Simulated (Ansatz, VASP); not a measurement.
## Ga in VASP and in Ansatz

```
Ga
1.0
     1.38300   -4.02650    0.00000
     1.38300    4.02650    0.00000
    -0.11745    0.00000    3.36323
Ga
2
Cartesian
  1.2949 2.9716 2.5224
  1.3536 -2.9716 0.8408
```

Change from the starting cell: strain = 0.01.

Alike in both runs: task single point; functional PBE; k mesh 10 × 10 × 8; occupations fermi-dirac, width 0.05 eV; no spin polarisation.

```csv
,VASP,Ansatz
version,VASP 6.6.1,Ansatz 0.2.0
potentials or method,"VASP PAW PBE potentials, release 64 (Ga_d)",Ansatz PAW
plane-wave cutoff (eV),520,420
valence electrons in the cell,26,26
```

```csv
,VASP,Ansatz,Ansatz less VASP
gap on the k mesh at the Fermi level (eV),none,none,-
pressure (GPa),1.2,1.1,-0.10
largest component of the traceless stress (GPa),0.95,0.93,-0.024
rms of the force components (eV/Å),0.108,0.107,-0.0008
```

Atom by atom the forces differ by 0.001 eV/Å (rms over components). A gap of «none» marks a metal or a gap that the smearing closes.
